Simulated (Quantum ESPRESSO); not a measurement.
ZrC:

```xyz
2
Lattice="0.0000 2.3650 2.3650 2.3650 0.0000 2.3650 2.3650 2.3650 0.0000" Properties=species:S:1:pos:R:3 pbc="T T T"
Zr    2.3650    2.3650    2.3650
C     0.0000    0.0000    0.0000
```

Below is the output of Quantum ESPRESSO 7.5 for this cell. Logs are shortened: lines on timing, memory, paths and dates and some standing lists are left out, and cuts for length are marked.

```text
This program is part of the open-source Quantum ESPRESSO suite
     for quantum simulation of materials; please cite
         "P. Giannozzi et al., J. Phys.:Condens. Matter 21 395502 (2009);
         "P. Giannozzi et al., J. Phys.:Condens. Matter 29 465901 (2017);
         "P. Giannozzi et al., J. Chem. Phys. 152 154105 (2020);
     in publications or presentations arising from this work. More details at

     file C.pbe-n-kjpaw_psl.1.0.0.UPF: wavefunction(s)  2S 2P renormalized
     Message from routine setup:
     using ibrav=0 with symmetry is DISCOURAGED, use correct ibrav instead

     G-vector sticks info
     --------------------
     sticks:   dense  smooth     PW     G-vecs:    dense   smooth      PW
     Sum        1213     595    199                27725     9841    1807

     Using Slab Decomposition

     bravais-lattice index     =            0
     lattice parameter (alat)  =       6.3204  a.u.
     unit-cell volume          =     178.5336 (a.u.)^3
     number of atoms/cell      =            2
     number of atomic types    =            2
     number of electrons       =        16.00
     number of Kohn-Sham states=           14
     kinetic-energy cutoff     =      55.0000  Ry
     charge density cutoff     =     440.0000  Ry
     scf convergence threshold =      4.0E-10
     mixing beta               =       0.5000
     number of iterations used =            8  plain     mixing
     energy convergence thresh.=      1.0E-05
     force convergence thresh. =      4.0E-04
     press convergence thresh. =      3.0E-01
     Exchange-correlation= SLA  PW   PBX  PBC
                           (   1   4   3   4   0   0   0)
     nstep                     =           40

     celldm(1)=   6.320406  celldm(2)=   0.000000  celldm(3)=   0.000000
     celldm(4)=   0.000000  celldm(5)=   0.000000  celldm(6)=   0.000000

     crystal axes: (cart. coord. in units of alat)
               a(1) = (   0.000000   0.707107   0.707107 )
               a(2) = (   0.707107   0.000000   0.707107 )
               a(3) = (   0.707107   0.707107   0.000000 )

     reciprocal axes: (cart. coord. in units 2 pi/alat)
               b(1) = ( -0.707107  0.707107  0.707107 )
               b(2) = (  0.707107 -0.707107  0.707107 )
               b(3) = (  0.707107  0.707107 -0.707107 )

[... 1265 lines left out ...]
               b(3) = (  0.710454  0.710454 -0.710454 )

     PseudoPot. # 1 for Zr read from file:
     Zr_pbe_v1.uspp.F.UPF
     Pseudo is Ultrasoft + core correction, Zval = 12.0
     Generated by new atomic code, or converted to UPF format
     Using radial grid of  887 points,  6 beta functions with:
                l(1) =   0
                l(2) =   0
                l(3) =   1
                l(4) =   1
                l(5) =   2
                l(6) =   2
     Q(r) pseudized with  6 coefficients,  rinner =    1.200   1.200   1.200
                                                       1.200   1.200

     PseudoPot. # 2 for C  read from file:
     C.pbe-n-kjpaw_psl.1.0.0.UPF
     Pseudo is Projector augmented-wave + core cor, Zval =  4.0
     Generated using "atomic" code by A. Dal Corso  v.5.1
     Shape of augmentation charge: PSQ
     Using radial grid of 1073 points,  4 beta functions with:
                l(1) =   0
                l(2) =   0
                l(3) =   1
                l(4) =   1
     Q(r) pseudized with 0 coefficients

     atomic species   valence    mass     pseudopotential
     Zr               12.00    91.22400     Zr( 1.00)
     C                 4.00    12.01100     C ( 1.00)

     48 Sym. Ops., with inversion, found

   Cartesian axes

     site n.     atom                  positions (alat units)
         1        Zr     tau(   1) = (   0.7037754   0.7037754   0.7037754  )
         2        C      tau(   2) = (   0.0000000  -0.0000000  -0.0000000  )

     number of k points=    47  Fermi-Dirac smearing, width (Ry)=  0.0037
                       cart. coord. in units 2pi/alat
        k(    1) = (   0.0000000   0.0000000   0.0000000), wk =   0.0020000
        k(    2) = (   0.0710454   0.0710454  -0.0710454), wk =   0.0160000
        k(    3) = (   0.1420908   0.1420908  -0.1420908), wk =   0.0160000
        k(    4) = (   0.2131362   0.2131362  -0.2131362), wk =   0.0160000
        k(    5) = (   0.2841816   0.2841816  -0.2841816), wk =   0.0160000
        k(    6) = (  -0.3552270  -0.3552270   0.3552270), wk =   0.0080000
[... 39 lines left out ...]
        k(   46) = (  -0.0710454  -0.3552270   0.6394086), wk =   0.0480000
        k(   47) = (  -0.7104539   0.2841816   0.0000000), wk =   0.0240000

     Dense  grid:    27317 G-vectors     FFT dimensions: (  45,  45,  45)

     Smooth grid:     9721 G-vectors     FFT dimensions: (  30,  30,  30)

     Check: negative core charge=   -0.000001

     Initial potential from superposition of free atoms

     starting charge      15.9978, renormalised to      16.0000

     negative rho (up, down):  5.951E-02 0.000E+00
     Starting wfcs are   17 randomized atomic wfcs

     Self-consistent Calculation

     iteration #  1     ecut=    55.00 Ry     beta= 0.50
     Davidson diagonalization with overlap
     c_bands:  1 eigenvalues not converged
     ethr =  1.00E-06,  avg # of iterations = 10.0

     negative rho (up, down):  6.098E-02 0.000E+00

     total energy              =    -117.48270873 Ry
     estimated scf accuracy    <       0.60979867 Ry
[... 415 lines left out ...]
     negative rho (up, down):  6.241E-02 0.000E+00
          total   stress  (Ry/bohr**3)                   (kbar)     P=       -0.04
  -0.00000026   0.00000000   0.00000000           -0.04        0.00        0.00
   0.00000000  -0.00000026   0.00000000            0.00       -0.04        0.00
   0.00000000   0.00000000  -0.00000026            0.00        0.00       -0.04

=------------------------------------------------------------------------------=
   JOB DONE.
=------------------------------------------------------------------------------=
```

Q: Write the input and the command behind it.

A: Relaxation of cell and atoms with PBE, no spin polarisation. The files as run (others can give the same):

pw.in
```
&CONTROL
  calculation = 'vc-relax'
  prefix = 'pwscf'
  outdir = './tmp'
  pseudo_dir = './pseudo'
  tprnfor = .true.
  tstress = .true.
  disk_io = 'low'
  nstep = 40
  forc_conv_thr = 0.0004
  etot_conv_thr = 1d-05
/
&SYSTEM
  ibrav = 0
  nat = 2
  ntyp = 2
  ecutwfc = 55
  ecutrho = 440
  nbnd = 14
  occupations = 'smearing'
  smearing = 'fd'
  degauss = 0.00367493
/
&ELECTRONS
  conv_thr = 4d-10
  electron_maxstep = 120
  mixing_beta = 0.5
/
&IONS
  ion_dynamics = 'bfgs'
/
&CELL
  cell_dynamics = 'bfgs'
  press = 0
  press_conv_thr = 0.3
/
ATOMIC_SPECIES
Zr    91.2240 Zr_pbe_v1.uspp.F.UPF
C     12.0110 C.pbe-n-kjpaw_psl.1.0.0.UPF
CELL_PARAMETERS angstrom
   0.0000000000    2.3650000000    2.3650000000
   2.3650000000    0.0000000000    2.3650000000
   2.3650000000    2.3650000000    0.0000000000
ATOMIC_POSITIONS angstrom
Zr     2.3650000000    2.3650000000    2.3650000000
C      0.0000000000    0.0000000000    0.0000000000
K_POINTS automatic
10 10 10 0 0 0
```

Potentials or basis: SSSP 1.3 efficiency PBE.
Command:
```console
$ OMP_NUM_THREADS=1 pw.x -in pw.in > pw.out
```
